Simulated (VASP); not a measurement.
# Sb2Se5 (P-3m1) in VASP: single point with r2SCAN

Aim: the single point of Sb2Se5 with r2SCAN.

Program: VASP 6.6.1. These are calculated values, not measurements. Logs are shortened: lines on timing, memory, paths and dates and some standing lists are left out, and cuts for length are marked.

## (1) The structure

Symmetry: P-3m1, No. 164, trigonal system. The conventional cell has a = 3.975 Å, b = 3.975 Å, c = 15.746 Å, α = 90.00°, β = 90.00°, γ = 120.00°. Around Sb (site symmetry 3m) lie 6 Se at 2.80 to 3.00 Å. Around Se (site symmetry 3m) lie 1 Se at 2.19 Å. Around Se (site symmetry 3m) lie 3 Sb at 2.80 Å. Se (site symmetry -3m) is surrounded by 6 Sb at 3.00 Å.

The cell was built by a generator and needn't be a form met in nature.

## (2) Single point, r2SCAN

Input file INCAR:

```
SYSTEM = Sb2Se5
PREC = Accurate ; ENCUT = 520
EDIFF = 1E-6 ; ISMEAR = 0
SIGMA = 0.1 ; LREAL = .False.
LASPH = .True. ; NELM = 150
ALGO = Normal ; ISIF = 2
LWAVE = .False. ; LCHARG = .False.
METAGGA = R2SCAN ; LMIXTAU = .True.
KPAR = 4
```

Input file KPOINTS:

```
regular mesh
0
Gamma
  8 8 2
  0 0 0
```

Input file POSCAR:

```
Sb2Se5                                  
1.0
    3.9747294208     -0.0000000001      0.0000000000
   -1.9873647055      3.4422166525     -0.0000000000
    0.0000000000     -0.0000000000     15.7455607785
  Sb              Se            
     2     5
Direct
     0.6666666699999979    0.3333333300000021    0.8772349669620074
     0.3333333300000021    0.6666666699999979    0.1227650330379926
     0.0000000000000000    0.0000000000000000    0.4304171403049293
     1.0000000000000000    0.0000000000000000    0.5695828596950707
     0.3333333300000021    0.6666666699999979    0.7754579499016547
     0.6666666699999979    0.3333333300000021    0.2245420500983453
     0.0000000000000000    1.0000000000000000    1.0000000000000000
```

Potentials or basis: VASP PAW PBE potentials, release 64 (Sb, Se).

The run is started by

```
cat potpaw_PBE.64/Sb/POTCAR potpaw_PBE.64/Se/POTCAR > POTCAR
mpirun -np 4 vasp_std > vasp.out
```

OUTCAR:

```text
SYSTEM = Sb2Se5
   PREC = Accurate
   ENCUT = 520
   EDIFF = 1E-6
   ISMEAR = 0
   LREAL = .False.
   LASPH = .True.
   NELM = 150
   ISIF = 2
   METAGGA = R2SCAN

 ion  position               nearest neighbor table
   1  0.667  0.333  0.877-   5 2.80   5 2.80   5 2.80   7 3.00   7 3.00   7 3.00
   2  0.333  0.667  0.123-   6 2.80   6 2.80   6 2.80   7 3.00   7 3.00   7 3.00
   3  0.000  0.000  0.430-   4 2.19
   4  0.000  0.000  0.570-   3 2.19
   5  0.333  0.667  0.775-   1 2.80   1 2.80   1 2.80
   6  0.667  0.333  0.225-   2 2.80   2 2.80   2 2.80
   7  0.000  0.000  0.000-   1 3.00   2 3.00   2 3.00   1 3.00   1 3.00   2 3.00

  LATTYP: Found a hexagonal cell.
 ALAT       =     3.9747294208
 C/A-ratio  =     3.9614170203

  Lattice vectors:

 A1 = (   3.9747294208,  -0.0000000001,   0.0000000000)
 A2 = (  -1.9873647055,   3.4422166525,   0.0000000000)
 A3 = (   0.0000000000,   0.0000000000,  15.7455607785)

Analysis of symmetry for initial positions (statically):
=====================================================================
 Subroutine PRICEL returns:
 Original cell was already a primitive cell.

 Routine SETGRP: Setting up the symmetry group for a
 hexagonal supercell.

 Subroutine GETGRP returns: Found 12 space group operations
 (whereof 12 operations were pure point group operations)
 out of a pool of 24 trial point group operations.

The static configuration has the point symmetry D_3d.

Analysis of symmetry for dynamics (positions and initial velocities):
=====================================================================
 Subroutine PRICEL returns:
 Original cell was already a primitive cell.

 Routine SETGRP: Setting up the symmetry group for a
 hexagonal supercell.

 Subroutine GETGRP returns: Found 12 space group operations
 (whereof 12 operations were pure point group operations)
 out of a pool of 24 trial point group operations.

The dynamic configuration has the point symmetry D_3d.

 Subroutine INISYM returns: Found 12 space group operations
 (whereof 12 operations are pure point group operations),
 and found     1 'primitive' translations

----------------------------------------------------------------------------------------

                                     Primitive cell

  volume of cell :     215.4289

  direct lattice vectors                    reciprocal lattice vectors
     3.974729421 -0.000000000  0.000000000     0.251589453  0.145255238  0.000000000
    -1.987364706  3.442216652  0.000000000     0.000000000  0.290510477  0.000000000
     0.000000000  0.000000000 15.745560778     0.000000000  0.000000000  0.063509964

  length of vectors
     3.974729421  3.974729419 15.745560778     0.290510476  0.290510477  0.063509964

  position of ions in fractional coordinates (direct lattice)
     0.666666670  0.333333330  0.877234967
     0.333333330  0.666666670  0.122765033
     0.000000000  0.000000000  0.430417140
     0.000000000  0.000000000  0.569582860
     0.333333330  0.666666670  0.775457950
     0.666666670  0.333333330  0.224542050
     0.000000000  0.000000000  0.000000000

  ion indices of the primitive-cell ions
   primitive index   ion index
                 1           1
                 2           2
                 3           3
                 4           4
                 5           5
                 6           6
                 7           7

----------------------------------------------------------------------------------------

 KPOINTS: regular mesh

Automatic generation of k-mesh.
 Grid dimensions read from file:
 generate k-points for:    8    8    2

 Generating k-lattice:

  Cartesian coordinates                     Fractional coordinates (reciprocal lattice)
     0.031448682  0.018156905  0.000000000     0.125000000  0.000000000  0.000000000
     0.000000000  0.036313810  0.000000000    -0.000000000  0.125000000  0.000000000
     0.000000000  0.000000000  0.031754982     0.000000000  0.000000000  0.500000000

  Length of vectors
     0.036313810  0.036313810  0.031754982

  Shift w.r.t. Gamma in fractional coordinates (k-lattice)
     0.000000000  0.000000000  0.000000000

 Subroutine IBZKPT returns following result:
 ===========================================

 Found     20 irreducible k-points:

 Following reciprocal coordinates:
            Coordinates               Weight
  0.000000  0.000000  0.000000      1.000000
  0.125000  0.000000  0.000000      6.000000
  0.250000  0.000000  0.000000      6.000000
  0.375000  0.000000  0.000000      6.000000
  0.500000  0.000000  0.000000      3.000000
  0.125000  0.125000  0.000000      6.000000
[... 12 lines left out ...]
  0.250000  0.250000  0.500000      6.000000
  0.375000  0.250000  0.500000      6.000000
   k-points           NKPTS =     20   k-points in BZ     NKDIM =     20   number of bands    NBANDS=     24
   number of dos      NEDOS =    301   number of ions     NIONS =      7
   total plane-waves  NPLWV = 108000
   dimension x,y,z NGX =    30 NGY =   30 NGZ =  120
   dimension x,y,z NGXF=    60 NGYF=   60 NGZF=  240
   ions per type =               2   5
   NGX,Y,Z   is equivalent  to a cutoff of  12.55, 12.55, 12.67 a.u.
   NGXF,Y,Z  is equivalent  to a cutoff of  25.10, 25.10, 25.34 a.u.
 SYSTEM =  Sb2Se5
   PREC   = accura    normal or accurate (medium, high low for compatibility)
   ISTART =      0    job   : 0-new  1-cont  2-samecut
   ICHARG =      2    charge: 1-file 2-atom 10-const
   ISPIN  =      1    spin polarized calculation?
   LNONCOLLINEAR =      F non collinear calculations
   LSORBIT =      F    spin-orbit coupling
   LASPH  =      T    aspherical Exc in radial PAW
   ENCUT  =  520.0 eV  38.22 Ry    6.18 a.u.   7.39  7.39 29.28*2*pi/ulx,y,z
   NELM   =    150;   NELMIN=  2; NELMDL= -5     # of ELM steps
   EDIFF  = 0.1E-05   stopping-criterion for ELM
   LREAL  =      F    real-space projection
   EDIFFG = 0.1E-04   stopping-criterion for IOM
   NSW    =      0    number of steps for IOM
   IBRION =     -1    ionic relax: 0-MD 1-quasi-New 2-CG
   NFREE  =      0    steps in history (QN), initial steepest desc. (CG)
   ISIF   =      2    stress and relaxation
   ISYM   =      2    0-nonsym 1-usesym 2-fastsym
   POTIM  = 0.5000    time-step for ionic-motion
   TEBEG  =    0.0;   TEEND  =   0.0 temperature during run
   PSTRESS=    0.0 pullay stress
   NELECT =      40.0000    total number of electrons
   NUPDOWN=      -1.0000    fix difference up-down
   EMIN   =  10.00;   EMAX   =-10.00  energy-range for DOS
   EFERMI =   0.00;   METHOD = LEGACY
   ISMEAR =     0;   SIGMA  =   0.10  broadening in eV -4-tet -1-fermi 0-gaus
   EFERMI_NEDOS =   21; number of points for ismear=-14 and -15
   IALGO  =     38    algorithm
   IMIX   =      4    mixing-type and parameters
     AMIX     =   0.40;   BMIX     =  1.00
     AMIX_MAG =   1.60;   BMIX_MAG =  1.00
  volume/ion in A,a.u.               =      30.78       207.68
  Fermi-wavevector in a.u.,A,eV,Ry     =   0.933957  1.764923 11.868030  0.872276
  Thomas-Fermi vector in A             =   2.060712
   LORBIT       =      0    0 simple, 1 ext, 2 COOP (PROOUT), +10 PAW based schemes
   METAGGA = R2SCAN    functional components
   LHFCALC =     F    Hartree Fock is set to
   AEXX    =    0.0000 exact exchange contribution
   IVDW    =     0    specifies the selected vdW correction
   LEPSILON=     F    determine dielectric tensor
   LRPA    =     F    only Hartree local field effects (RPA)
 non-spin polarized calculation
 Gauss-broadening in eV      SIGMA  =   0.10
  energy-cutoff  :      520.00
  volume of cell :      215.43
 maximum number of plane-waves:      5861
 NGX is ok and might be reduce to    30
   NGX = 15   NGY = 15   NGZ = 59

 number of electron      40.0000004 magnetization

 Free energy of the ion-electron system (eV)
  ---------------------------------------------------
  ext. energy  EPLUGINS =         0.00000000
  ---------------------------------------------------
  free energy    TOTEN  =      -123.48783440 eV

  energy without entropy =     -123.47902057  energy(sigma->0) =     -123.48342749

 E-fermi :   3.1476     XC(G=0):  -9.0165

 val. band max:        3.1069113845   @ k =   0.2500   0.2500   0.5000
 cond. band min:       3.1578697728   @ k =   0.1250   0.1250   0.0000
 fundamental gap:      0.0509583884
 Fermi energy:         3.1475667238

 k-point     1 :       0.0000    0.0000    0.0000
  band No.  band energies     occupation
      1     -12.3053      2.00000
      2     -12.0655      2.00000
      3     -11.5991      2.00000
      4     -10.7162      2.00000
      5      -8.3345      2.00000
      6      -6.4204      2.00000
[... 16 lines left out ...]
     23       4.3925      0.00000
     24       4.3925      0.00000

 k-point     2 :       0.1250    0.0000    0.0000
  band No.  band energies     occupation
      1     -12.2597      2.00000
      2     -11.9221      2.00000
      3     -11.4684      2.00000
      4     -10.6345      2.00000
      5      -8.2806      2.00000
      6      -6.3896      2.00000
[... 16 lines left out ...]
     23       4.5971      0.00000
     24       4.6699      0.00000

 k-point     3 :       0.2500    0.0000    0.0000
  band No.  band energies     occupation
      1     -12.1498      2.00000
      2     -11.5122      2.00000
      3     -11.1112      2.00000
      4     -10.4347      2.00000
      5      -8.1458      2.00000
      6      -6.4026      2.00000
[... 16 lines left out ...]
     23       4.8921      0.00000
     24       5.2556      0.00000

 k-point     4 :       0.3750    0.0000    0.0000
  band No.  band energies     occupation
      1     -12.0364      2.00000
      2     -10.9360      2.00000
      3     -10.6648      2.00000
      4     -10.2706      2.00000
      5      -8.0047      2.00000
      6      -6.7240      2.00000
[... 16 lines left out ...]
     23       4.9587      0.00000
     24       5.0523      0.00000

 k-point     5 :       0.5000    0.0000    0.0000
  band No.  band energies     occupation
      1     -11.9880      2.00000
      2     -10.4984      2.00000
      3     -10.4482      2.00000
      4     -10.3293      2.00000
      5      -7.9464      2.00000
      6      -7.0246      2.00000
[... 16 lines left out ...]
     23       4.9360      0.00000
     24       4.9479      0.00000

 k-point     6 :       0.1250    0.1250    0.0000
  band No.  band energies     occupation
      1     -12.1823      2.00000
      2     -11.6443      2.00000
      3     -11.2234      2.00000
      4     -10.4922      2.00000
      5      -8.1860      2.00000
      6      -6.3739      2.00000
[... 16 lines left out ...]
     23       4.6308      0.00000
     24       5.2126      0.00000
[... 271 lines left out ...]
 k-point    17 :       0.2500    0.1250    0.5000
  band No.  band energies     occupation
      1     -12.0703      2.00000
      2     -11.1464      2.00000
      3     -10.8086      2.00000
      4     -10.2993      2.00000
      5      -8.0458      2.00000
      6      -6.5103      2.00000
[... 16 lines left out ...]
     23       4.6408      0.00000
     24       5.3097      0.00000

 k-point    18 :       0.3750    0.1250    0.5000
  band No.  band energies     occupation
      1     -11.9885      2.00000
      2     -10.5977      2.00000
      3     -10.4472      2.00000
      4     -10.2410      2.00000
      5      -7.9458      2.00000
      6      -6.9081      2.00000
[... 16 lines left out ...]
     23       4.6891      0.00000
     24       5.1572      0.00000

 k-point    19 :       0.2500    0.2500    0.5000
  band No.  band energies     occupation
      1     -11.9889      2.00000
      2     -10.6564      2.00000
      3     -10.4561      2.00000
      4     -10.1835      2.00000
      5      -7.9455      2.00000
      6      -6.6857      2.00000
[... 16 lines left out ...]
     23       5.1065      0.00000
     24       5.1501      0.00000

 k-point    20 :       0.3750    0.2500    0.5000
  band No.  band energies     occupation
      1     -11.9546      2.00000
      2     -10.3251      2.00000
      3     -10.2923      2.00000
      4     -10.2103      2.00000
      5      -7.9034      2.00000
      6      -6.9297      2.00000
[... 16 lines left out ...]
     23       5.1434      0.00000
     24       5.4102      0.00000

------------------------ aborting loop because EDIFF is reached ----------------------------------------

  FORCE on cell =-STRESS in cart. coord.  units (eV):
  Direction    XX          YY          ZZ          XY          YZ          ZX
  --------------------------------------------------------------------------------------
  -------------------------------------------------------------------------------------
  Total       -1.3436938     -1.3436938     -2.5640803     -0.0000000      0.0000000     -0.0000000
  in kB       -9.9932552     -9.9932552    -19.0694562     -0.0000000      0.0000000     -0.0000000
  external PRESSURE =     -13.0186556 kB  Pullay stress =       0.0000000 kB

 VOLUME and BASIS-vectors are now :
 -----------------------------------------------------------------------------
  energy-cutoff  :      520.00
  volume of cell :      215.43
      direct lattice vectors                 reciprocal lattice vectors
     3.974729421 -0.000000000  0.000000000     0.251589453  0.145255238  0.000000000
    -1.987364706  3.442216652  0.000000000     0.000000000  0.290510477  0.000000000
     0.000000000  0.000000000 15.745560778     0.000000000  0.000000000  0.063509964

 POSITION                                       TOTAL-FORCE (eV/Angst)
 -----------------------------------------------------------------------------------
      1.98736      1.14741     13.81256        -0.000000      0.000000     -0.112844
     -0.00000      2.29481      1.93300         0.000000     -0.000000      0.112844
      0.00000      0.00000      6.77716         0.000000      0.000000      0.498206
      0.00000      0.00000      8.96840         0.000000      0.000000     -0.498206
     -0.00000      2.29481     12.21002        -0.000000      0.000000      0.188625
      1.98736      1.14741      3.53554         0.000000     -0.000000     -0.188625
      0.00000      0.00000      0.00000         0.000000      0.000000      0.000000
 -----------------------------------------------------------------------------------
    total drift:                               -0.000000     -0.000000      0.000000

  FREE ENERGIE OF THE ION-ELECTRON SYSTEM (eV)
  ---------------------------------------------------
  free  energy   TOTEN  =      -123.4878344024 eV

  energy  without entropy=     -123.4790205703  energy(sigma->0) =     -123.48342749
```

Wall time 6 min (4 MPI ranks of Intel Xeon Platinum 8259CL at 2.50GHz (Skylake/Cascade Lake), shared host); peak memory 0.42 GiB.

Results:

- Free energy: -123.4878 eV
- Pressure: -1.3 GPa
- Largest force: 0.498 eV/Å
- Band gap on the k mesh: none (metal or under the smearing width)

Forces on the atoms (eV/Å):
```
Sb   0.000  0.000 -0.113
Sb   0.000  0.000  0.113
Se   0.000  0.000  0.498
Se   0.000  0.000 -0.498
Se   0.000  0.000  0.189
Se   0.000  0.000 -0.189
Se   0.000  0.000  0.000
```

Caveat: the PAW data sets were made with another functional, which shifts forces and pressure a little. Spin-orbit coupling is left out, which matters for the levels of Sb.
